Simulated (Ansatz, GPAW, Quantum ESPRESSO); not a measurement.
One calculation of Li, 4 ways

```xyz
1
Lattice="-1.7547 1.7547 1.7547 1.7547 -1.7547 1.7547 1.7547 1.7547 -1.7547" Properties=species:S:1:pos:R:3 pbc="T T T"
Li    0.0000    0.0000    0.0000
```

Alike in all runs: task band structure; functional LDA; k mesh 11 × 11 × 11; occupations fermi-dirac, width 0.05 eV; no spin polarisation; no spin-orbit coupling. LDA stands for any of its common fits. Pressure is positive in compression and, in plane waves, holds the error of the finite cutoff.

```tsv
program and potentials	plane-wave cutoff (eV)	notes	pressure (GPa)
GPAW, the program's PAW data sets (release 1.2.1) made for this functional	800	1 valence electrons an atom on average	-1.49
Quantum ESPRESSO, PseudoDojo 0.4.1 SR LDA standard	1007	3 valence electrons an atom on average	-1.58
GPAW, PAW data sets generated for this functional	800	1 valence electrons an atom on average	-1.54
Ansatz, all-electron LAPW, scalar-relativistic	-	-	-1.56
```

The pressure spans -1.58 (Quantum ESPRESSO, PseudoDojo 0.4.1 SR LDA standard) to -1.49 GPa (GPAW, the program's PAW data sets (release 1.2.1) made for this functional), with all-electron results at -1.56.

The functional is the same throughout but for its coding, so the spread measures potentials, basis and numerics; runs on potential files found faulty are left out.
